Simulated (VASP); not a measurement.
# From one sheet to two: 2H-MoS2 monolayer, part 8 of 9

Aim: relax 2H-MoS2 monolayer, place its levels against the vacuum, then find how two sheets stack and bind.

VASP 6.6.1, plane waves and PAW; the level of theory is named at each step.

So far. Step 12 (A rigid stacking): Energy at zero smearing: -88.96497 eV.

## (13) Relaxing the bilayer

Level of this step: r2SCAN with rVV10, no spin polarisation; plane waves and PAW (Mo, S) (VASP).

The lowest stacking relaxes at the monolayer's lattice.

File INCAR:

```
SYSTEM = MoS2
PREC = Normal
ENCUT = 350
EDIFF = 1E-07
NELM = 120
ISMEAR = 0
SIGMA = 0.03
LREAL = .FALSE.
ALGO = Normal
METAGGA = R2SCAN
LUSE_VDW = .TRUE.
IVDW_NL = 2
BPARAM = 11.95
CPARAM = 0.0093
LASPH = .TRUE.
NBANDS = 24
LORBIT = 11
LWAVE = .FALSE.
LCHARG = .FALSE.
KPAR = 4
IBRION = 2
NSW = 70
ISIF = 2
EDIFFG = -0.004
POTIM = 0.8
MAXMIX = 40
IDIPOL = 3
LDIPOL = .TRUE.
DIPOL = 0.5 0.5 0.5
```

File POSCAR:

```
MoS2
1.0
    3.1738069310      0.0000000000      0.0000000000
   -1.5869034655      2.7485974289      0.0000000000
    0.0000000000      0.0000000000     26.3345862128
Mo S
2 4
Direct
    0.3333333300      0.6666666700      0.3819557500
    0.6666666700      0.3333333300      0.6180442500
    0.6666666700      0.3333333300      0.3227694500
    0.6666666700      0.3333333300      0.4411420400
    0.3333333300      0.6666666700      0.5588579600
    0.3333333300      0.6666666700      0.6772305500
```

File KPOINTS:

```
Automatic mesh
0
Gamma
12 12 1
0 0 0
```

PAW data sets: Mo and S (PBE family, release 64).

The run is started by

```console
$ mpirun -np 4 vasp_std
```

The program printed:

```text
[... set-up lines as in an earlier step ...]
 entering main loop
       N       E                     dE             d eps       ncg     rms          rms(c)
Total rVV10 correction in eV:      0.9297876    48.4722156
Total rVV10 correction in eV:      0.9297876    48.4722156
Total rVV10 correction in eV:      0.9297876    48.4722156
Total rVV10 correction in eV:      0.9297876    48.4722156
[... 5 cycles as in an earlier step ...]
Total rVV10 correction in eV:      0.9308750    48.4725944
Total rVV10 correction in eV:      0.9308750    48.4725944
Total rVV10 correction in eV:      0.9308750    48.4725944
Total rVV10 correction in eV:      0.9308750    48.4725944
[... 1 cycle as in an earlier step ...]
Total rVV10 correction in eV:      0.9234718    48.4744857
Total rVV10 correction in eV:      0.9234718    48.4744857
Total rVV10 correction in eV:      0.9234718    48.4744857
Total rVV10 correction in eV:      0.9234718    48.4744857
[... 1 cycle as in an earlier step ...]
Total rVV10 correction in eV:      0.9283391    48.4735167
Total rVV10 correction in eV:      0.9283391    48.4735167
Total rVV10 correction in eV:      0.9283391    48.4735167
Total rVV10 correction in eV:      0.9283391    48.4735167
[... 1 cycle as in an earlier step ...]
Total rVV10 correction in eV:      0.9321434    48.4734250
Total rVV10 correction in eV:      0.9321434    48.4734250
Total rVV10 correction in eV:      0.9321434    48.4734250
Total rVV10 correction in eV:      0.9321434    48.4734250
[... 1 cycle as in an earlier step ...]
Total rVV10 correction in eV:      0.9343383    48.4733482
Total rVV10 correction in eV:      0.9343383    48.4733482
Total rVV10 correction in eV:      0.9343383    48.4733482
Total rVV10 correction in eV:      0.9343383    48.4733482
[... 1 cycle as in an earlier step ...]
Total rVV10 correction in eV:      0.9365898    48.4731678
Total rVV10 correction in eV:      0.9365898    48.4731678
Total rVV10 correction in eV:      0.9365898    48.4731678
Total rVV10 correction in eV:      0.9365898    48.4731678
[... 1 cycle as in an earlier step ...]
Total rVV10 correction in eV:      0.9374797    48.4730339
Total rVV10 correction in eV:      0.9374797    48.4730339
Total rVV10 correction in eV:      0.9374797    48.4730339
Total rVV10 correction in eV:      0.9374797    48.4730339
[... 1 cycle as in an earlier step ...]
Total rVV10 correction in eV:      0.9382561    48.4728243
Total rVV10 correction in eV:      0.9382561    48.4728243
Total rVV10 correction in eV:      0.9382561    48.4728243
Total rVV10 correction in eV:      0.9382561    48.4728243
[... 1 cycle as in an earlier step ...]
Total rVV10 correction in eV:      0.9389037    48.4726234
Total rVV10 correction in eV:      0.9389037    48.4726234
Total rVV10 correction in eV:      0.9389037    48.4726234
Total rVV10 correction in eV:      0.9389037    48.4726234
DAV:  14    -0.889800460151E+02   -0.32395E-03   -0.85068E-05  1112   0.512E-02    0.207E-02
Total rVV10 correction in eV:      0.9393408    48.4724636
Total rVV10 correction in eV:      0.9393408    48.4724636
Total rVV10 correction in eV:      0.9393408    48.4724636
Total rVV10 correction in eV:      0.9393408    48.4724636
DAV:  15    -0.889802913762E+02   -0.24536E-03   -0.38873E-05  1096   0.331E-02    0.193E-02
Total rVV10 correction in eV:      0.9397668    48.4722430
Total rVV10 correction in eV:      0.9397668    48.4722430
Total rVV10 correction in eV:      0.9397668    48.4722430
Total rVV10 correction in eV:      0.9397668    48.4722430
DAV:  16    -0.889807062303E+02   -0.41485E-03   -0.95084E-05  1088   0.459E-02    0.155E-02
Total rVV10 correction in eV:      0.9397957    48.4722218
Total rVV10 correction in eV:      0.9397957    48.4722218
Total rVV10 correction in eV:      0.9397957    48.4722218
Total rVV10 correction in eV:      0.9397957    48.4722218
DAV:  17    -0.889807705029E+02   -0.64273E-04   -0.82858E-06  1104   0.176E-02    0.366E-03
Total rVV10 correction in eV:      0.9398069    48.4722108
Total rVV10 correction in eV:      0.9398069    48.4722108
Total rVV10 correction in eV:      0.9398069    48.4722108
Total rVV10 correction in eV:      0.9398069    48.4722108
DAV:  18    -0.889808783781E+02   -0.10788E-03   -0.21027E-05  1072   0.192E-02    0.226E-03
Total rVV10 correction in eV:      0.9397718    48.4722163
Total rVV10 correction in eV:      0.9397718    48.4722163
Total rVV10 correction in eV:      0.9397718    48.4722163
Total rVV10 correction in eV:      0.9397718    48.4722163
DAV:  19    -0.889808954470E+02   -0.17069E-04   -0.88159E-06  1088   0.128E-02    0.232E-03
Total rVV10 correction in eV:      0.9397664    48.4722208
Total rVV10 correction in eV:      0.9397664    48.4722208
Total rVV10 correction in eV:      0.9397664    48.4722208
Total rVV10 correction in eV:      0.9397664    48.4722208
DAV:  20    -0.889809046282E+02   -0.91812E-05   -0.67205E-07   952   0.586E-03    0.106E-03
Total rVV10 correction in eV:      0.9397523    48.4722406
Total rVV10 correction in eV:      0.9397523    48.4722406
Total rVV10 correction in eV:      0.9397523    48.4722406
Total rVV10 correction in eV:      0.9397523    48.4722406
DAV:  21    -0.889809131723E+02   -0.85442E-05   -0.15652E-06  1072   0.836E-03    0.152E-03
Total rVV10 correction in eV:      0.9397487    48.4722394
Total rVV10 correction in eV:      0.9397487    48.4722394
Total rVV10 correction in eV:      0.9397487    48.4722394
Total rVV10 correction in eV:      0.9397487    48.4722394
DAV:  22    -0.889809156231E+02   -0.24507E-05   -0.30067E-07   920   0.447E-03    0.571E-04
Total rVV10 correction in eV:      0.9397481    48.4722299
Total rVV10 correction in eV:      0.9397481    48.4722299
Total rVV10 correction in eV:      0.9397481    48.4722299
Total rVV10 correction in eV:      0.9397481    48.4722299
DAV:  23    -0.889809208160E+02   -0.51929E-05   -0.42442E-07   960   0.525E-03    0.556E-04
Total rVV10 correction in eV:      0.9397480    48.4722284
Total rVV10 correction in eV:      0.9397480    48.4722284
Total rVV10 correction in eV:      0.9397480    48.4722284
Total rVV10 correction in eV:      0.9397480    48.4722284
DAV:  24    -0.889809197668E+02    0.10492E-05   -0.12252E-07   736   0.402E-03    0.439E-04
Total rVV10 correction in eV:      0.9397478    48.4722268
Total rVV10 correction in eV:      0.9397478    48.4722268
Total rVV10 correction in eV:      0.9397478    48.4722268
Total rVV10 correction in eV:      0.9397478    48.4722268
DAV:  25    -0.889809197951E+02   -0.28210E-07   -0.38164E-08   720   0.179E-03
Total rVV10 correction in eV:      0.9397484    48.4722259
Total rVV10 correction in eV:      0.9397484    48.4722259
[...]
Total rVV10 correction in eV:      0.9396237    48.4722264
Total rVV10 correction in eV:      0.9396237    48.4722264
Total rVV10 correction in eV:      0.9396237    48.4722264
Total rVV10 correction in eV:      0.9396237    48.4722264
DAV:   1    -0.889808551135E+02    0.64653E-04   -0.14328E-02   936   0.607E-01    0.698E-02
Total rVV10 correction in eV:      0.9395797    48.4723297
Total rVV10 correction in eV:      0.9395797    48.4723297
Total rVV10 correction in eV:      0.9395797    48.4723297
Total rVV10 correction in eV:      0.9395797    48.4723297
DAV:   2    -0.889808543960E+02    0.71748E-06   -0.42512E-04  1224   0.126E-01    0.408E-02
Total rVV10 correction in eV:      0.9396830    48.4722703
Total rVV10 correction in eV:      0.9396830    48.4722703
Total rVV10 correction in eV:      0.9396830    48.4722703
Total rVV10 correction in eV:      0.9396830    48.4722703
DAV:   3    -0.889809011428E+02   -0.46747E-04   -0.44422E-05  1032   0.386E-02    0.235E-02
Total rVV10 correction in eV:      0.9396363    48.4722858
Total rVV10 correction in eV:      0.9396363    48.4722858
Total rVV10 correction in eV:      0.9396363    48.4722858
Total rVV10 correction in eV:      0.9396363    48.4722858
DAV:   4    -0.889808914949E+02    0.96479E-05   -0.15387E-05  1104   0.256E-02    0.948E-03
Total rVV10 correction in eV:      0.9396154    48.4722434
Total rVV10 correction in eV:      0.9396154    48.4722434
Total rVV10 correction in eV:      0.9396154    48.4722434
Total rVV10 correction in eV:      0.9396154    48.4722434
DAV:   5    -0.889809032771E+02   -0.11782E-04   -0.41247E-06   992   0.138E-02    0.626E-03
Total rVV10 correction in eV:      0.9396129    48.4722381
Total rVV10 correction in eV:      0.9396129    48.4722381
Total rVV10 correction in eV:      0.9396129    48.4722381
Total rVV10 correction in eV:      0.9396129    48.4722381
DAV:   6    -0.889809054310E+02   -0.21539E-05   -0.42834E-07  1088   0.490E-03    0.229E-03
Total rVV10 correction in eV:      0.9396159    48.4722332
Total rVV10 correction in eV:      0.9396159    48.4722332
Total rVV10 correction in eV:      0.9396159    48.4722332
Total rVV10 correction in eV:      0.9396159    48.4722332
DAV:   7    -0.889809063976E+02   -0.96652E-06   -0.21332E-07   824   0.420E-03    0.713E-04
Total rVV10 correction in eV:      0.9396157    48.4722277
Total rVV10 correction in eV:      0.9396157    48.4722277
Total rVV10 correction in eV:      0.9396157    48.4722277
Total rVV10 correction in eV:      0.9396157    48.4722277
DAV:   8    -0.889809072903E+02   -0.89272E-06   -0.97930E-08   728   0.277E-03    0.264E-04
Total rVV10 correction in eV:      0.9396159    48.4722261
Total rVV10 correction in eV:      0.9396159    48.4722261
Total rVV10 correction in eV:      0.9396159    48.4722261
Total rVV10 correction in eV:      0.9396159    48.4722261
DAV:   9    -0.889809068685E+02    0.42180E-06   -0.87844E-08   736   0.269E-03    0.105E-04
Total rVV10 correction in eV:      0.9396157    48.4722261
Total rVV10 correction in eV:      0.9396157    48.4722261
Total rVV10 correction in eV:      0.9396157    48.4722261
Total rVV10 correction in eV:      0.9396157    48.4722261
DAV:  10    -0.889809070682E+02   -0.19976E-06   -0.14309E-08   616   0.117E-03    0.621E-05
Total rVV10 correction in eV:      0.9396155    48.4722260
Total rVV10 correction in eV:      0.9396155    48.4722260
Total rVV10 correction in eV:      0.9396155    48.4722260
Total rVV10 correction in eV:      0.9396155    48.4722260
DAV:  11    -0.889809070510E+02    0.17276E-07   -0.34201E-08   680   0.165E-03
Total rVV10 correction in eV:      0.9396156    48.4722260
Total rVV10 correction in eV:      0.9396156    48.4722260
Total rVV10 correction in eV:      0.9396156    48.4722260
Total rVV10 correction in eV:      0.9396156    48.4722260
Total rVV10 correction in eV:      0.9396156    48.4722259
Total rVV10 correction in eV:      0.9396156    48.4722259
Total rVV10 correction in eV:      0.9396156    48.4722259
Total rVV10 correction in eV:      0.9396156    48.4722259
   2 F= -.88980907E+02 E0= -.88980907E+02  d E =0.127441E-04
[... from here on, the cycles between the ionic steps are left out ...]
   3 F= -.88980940E+02 E0= -.88980940E+02  d E =-.206455E-04
   4 F= -.88980940E+02 E0= -.88980940E+02  d E =-.203623E-04
   5 F= -.88980944E+02 E0= -.88980944E+02  d E =-.365962E-05
   6 F= -.88980947E+02 E0= -.88980947E+02  d E =-.704653E-05
   7 F= -.88980947E+02 E0= -.88980947E+02  d E =-.719350E-05
   8 F= -.88980958E+02 E0= -.88980958E+02  d E =-.110696E-04
   9 F= -.88980990E+02 E0= -.88980990E+02  d E =-.431212E-04
  10 F= -.88981046E+02 E0= -.88981046E+02  d E =-.983000E-04
  11 F= -.88981111E+02 E0= -.88981111E+02  d E =-.163699E-03
  12 F= -.88981081E+02 E0= -.88981081E+02  d E =-.133151E-03
  13 F= -.88981124E+02 E0= -.88981124E+02  d E =-.176925E-03
  14 F= -.88981120E+02 E0= -.88981120E+02  d E =0.397515E-05
  15 F= -.88981129E+02 E0= -.88981129E+02  d E =-.434528E-05
  16 F= -.88981129E+02 E0= -.88981129E+02  d E =-.440396E-05
  17 F= -.88981129E+02 E0= -.88981129E+02  d E =-.434028E-05
 curvature:  -0.56 expect dE=-0.259E-05 dE for cont linesearch -0.886E-09
 trial: gam= 0.13257 g(F)=  0.458E-05 g(S)=  0.000E+00 ort = 0.507E-06 (trialstep = 0.686E+00)
 search vector abs. value=  0.759E-05
 bond charge predicted
       N       E                     dE             d eps       ncg     rms          rms(c)
Total rVV10 correction in eV:      0.9418042    48.4722219
Total rVV10 correction in eV:      0.9418042    48.4722219
Total rVV10 correction in eV:      0.9418042    48.4722219
Total rVV10 correction in eV:      0.9418042    48.4722219
DAV:   1    -0.889811276970E+02    0.93829E-06   -0.31892E-04   928   0.852E-02    0.132E-02
Total rVV10 correction in eV:      0.9418089    48.4722177
Total rVV10 correction in eV:      0.9418089    48.4722177
Total rVV10 correction in eV:      0.9418089    48.4722177
Total rVV10 correction in eV:      0.9418089    48.4722177
DAV:   2    -0.889811268472E+02    0.84985E-06   -0.14244E-05  1048   0.252E-02    0.662E-03
Total rVV10 correction in eV:      0.9418124    48.4722147
Total rVV10 correction in eV:      0.9418124    48.4722147
Total rVV10 correction in eV:      0.9418124    48.4722147
Total rVV10 correction in eV:      0.9418124    48.4722147
DAV:   3    -0.889811298407E+02   -0.29935E-05   -0.15995E-06  1144   0.105E-02    0.570E-03
Total rVV10 correction in eV:      0.9418105    48.4722159
Total rVV10 correction in eV:      0.9418105    48.4722159
Total rVV10 correction in eV:      0.9418105    48.4722159
Total rVV10 correction in eV:      0.9418105    48.4722159
DAV:   4    -0.889811277985E+02    0.20422E-05   -0.31678E-06  1088   0.119E-02    0.326E-03
Total rVV10 correction in eV:      0.9418087    48.4722173
Total rVV10 correction in eV:      0.9418087    48.4722173
Total rVV10 correction in eV:      0.9418087    48.4722173
Total rVV10 correction in eV:      0.9418087    48.4722173
DAV:   5    -0.889811297733E+02   -0.19748E-05   -0.72958E-07   960   0.778E-03    0.332E-03
Total rVV10 correction in eV:      0.9418077    48.4722197
Total rVV10 correction in eV:      0.9418077    48.4722197
Total rVV10 correction in eV:      0.9418077    48.4722197
Total rVV10 correction in eV:      0.9418077    48.4722197
DAV:   6    -0.889811297067E+02    0.66635E-07   -0.96326E-08   752   0.310E-03
Total rVV10 correction in eV:      0.9418036    48.4722215
Total rVV10 correction in eV:      0.9418036    48.4722215
Total rVV10 correction in eV:      0.9418036    48.4722215
Total rVV10 correction in eV:      0.9418036    48.4722215
Total rVV10 correction in eV:      0.9418062    48.4722205
Total rVV10 correction in eV:      0.9418062    48.4722205
Total rVV10 correction in eV:      0.9418062    48.4722205
Total rVV10 correction in eV:      0.9418062    48.4722205
  18 F= -.88981130E+02 E0= -.88981130E+02  d E =-.109009E-05
 trial-energy change:   -0.000001  1 .order   -0.000001   -0.000003    0.000001
 step:   0.4911(harm=  0.4911)  dis= 0.00026  next Energy=   -88.981130 (dE=-0.114E-05)
 reached required accuracy - stopping structural energy minimisation
```

Elapsed: 14 min, on 4 MPI ranks of AMD EPYC 7R43, shared host; peak memory 1.2 GiB; 57 min of CPU time.

OUTCAR, selected parts (step 13):

```text
   NELECT =      36.0000    total number of electrons

 E-fermi :  -0.3578

 k-point     1 :       0.0000    0.0000    0.0000
  band No.  band energies     occupation
    ...
     14      -2.5468      2.00000
     15      -2.5468      2.00000
     16      -2.3370      2.00000
     17      -1.1526      2.00000
     18      -0.5297      2.00000
     19       2.0084      0.00000
     20       2.0084      0.00000
     21       2.0250      0.00000
     22       2.0250      0.00000
     23       2.2117      0.00000
    ...

  Total       -0.0326517     -0.0326517     -0.1380009      0.0000000      0.0000000      0.0000000
  in kB       -0.2277187     -0.2277187     -0.9624415      0.0000000      0.0000000      0.0000000
  external PRESSURE =      -0.4726263 kB  Pullay stress =       0.0000000 kB

 POSITION                                       TOTAL-FORCE (eV/Angst)
 -----------------------------------------------------------------------------------
     -0.00000      1.83240     10.04377        -0.000000     -0.000000     -0.000914
      1.58690      0.91620     16.29081         0.000000      0.000000      0.000914
      1.58690      0.91620      8.48461         0.000000      0.000000      0.001789
      1.58690      0.91620     11.60374        -0.000000     -0.000000     -0.000560
     -0.00000      1.83240     14.73085        -0.000000      0.000000      0.000560
     -0.00000      1.83240     17.84997        -0.000000     -0.000000     -0.001789
 -----------------------------------------------------------------------------------
    total drift:                                0.000000     -0.000000      0.000000

  FREE ENERGIE OF THE ION-ELECTRON SYSTEM (eV)
  ---------------------------------------------------
  free  energy   TOTEN  =       -88.9811297067 eV

  energy  without entropy=      -88.9811297067  energy(sigma->0) =      -88.98112971

 vacuum level on the upper side and lower side of the slab         5.198         5.198

[... 9 parts as in an earlier step ...]

[... 10 further parts left out ...]
```

CONTCAR:

```
MoS2
   1.00000000000000
     3.1738069310000001    0.0000000000000000    0.0000000000000000
    -1.5869034655000001    2.7485974289000001    0.0000000000000000
     0.0000000000000000    0.0000000000000000   26.3345862128000014
  Mo              S
     2     4
Direct
     0.3333333300000021    0.6666666699999979    0.3813910067301763
     0.6666666699999979    0.3333333300000021    0.6186089932698238
     0.6666666699999979    0.3333333300000021    0.3221852068944201
     0.6666666699999979    0.3333333300000021    0.4406273109116448
     0.3333333300000021    0.6666666699999979    0.5593726890883552
     0.3333333300000021    0.6666666699999979    0.6778147931055797
```

The steps of the relaxation:

```csv
step,energy less that of the first step (eV),largest force (eV/Å)
1,0.0000,0.0162
2,0.0000,0.0283
3,0.0000,0.0123
4,0.0000,0.0122
5,0.0000,0.0119
6,0.0000,0.0066
7,0.0000,0.0068
8,0.0000,0.0064
9,-0.0001,0.0068
10,-0.0001,0.0074
11,-0.0002,0.0085
12,-0.0002,0.0192
13,-0.0002,0.0108
14,-0.0002,0.0177
15,-0.0002,0.0045
16,-0.0002,0.0043
17,-0.0002,0.0045
18,-0.0002,0.0018
```

The atoms that moved most (Å):

```csv
atom,dx,dy,dz,length
S3,0.000,0.000,-0.015,0.015
S6,0.000,0.000,0.015,0.015
Mo2,0.000,0.000,0.015,0.015
Mo1,0.000,0.000,-0.015,0.015
S4,0.000,0.000,-0.014,0.014
S5,0.000,0.000,0.014,0.014
```

The relaxed structure:

```xyz
6
Lattice="3.1738 0.0000 0.0000 -1.5869 2.7486 0.0000 0.0000 0.0000 26.3346" Properties=species:S:1:pos:R:3
Mo    0.0000    1.8324   10.0438
Mo    1.5869    0.9162   16.2908
S     1.5869    0.9162    8.4846
S     1.5869    0.9162   11.6037
S     0.0000    1.8324   14.7308
S     0.0000    1.8324   17.8500
```

Numbers from this step:

```
electronic cycles              : 136
free energy (TOTEN)            : -88.9811 eV
Fermi energy                   : -0.3578 eV
dipole moment                  : 0, 0, 0 e·Å
gap on the k-mesh              : 1.358 eV
least direct gap on the k-mesh : 1.778 eV
```

The run ended after 18 ionic steps, 0.000 eV below its first step, once the forces on the free atoms met EDIFFG = -0.004.

(Continued in part 9 of 9.)

[Lines on the potential files, build, host, timing and source positions are cut from VASP's logs without a mark.]

[Logs are printed without paths, hosts, clocks, repeated set-up lines and the standing remarks that a program may print on its own settings, such as how far it seeks lower states.]

[Hosts, paths, dates, database ids (printed as entryN), source tags and the programs' standing remarks are cut or masked in the printed files.]

[Runs that stopped without an error message from VASP are left out.]
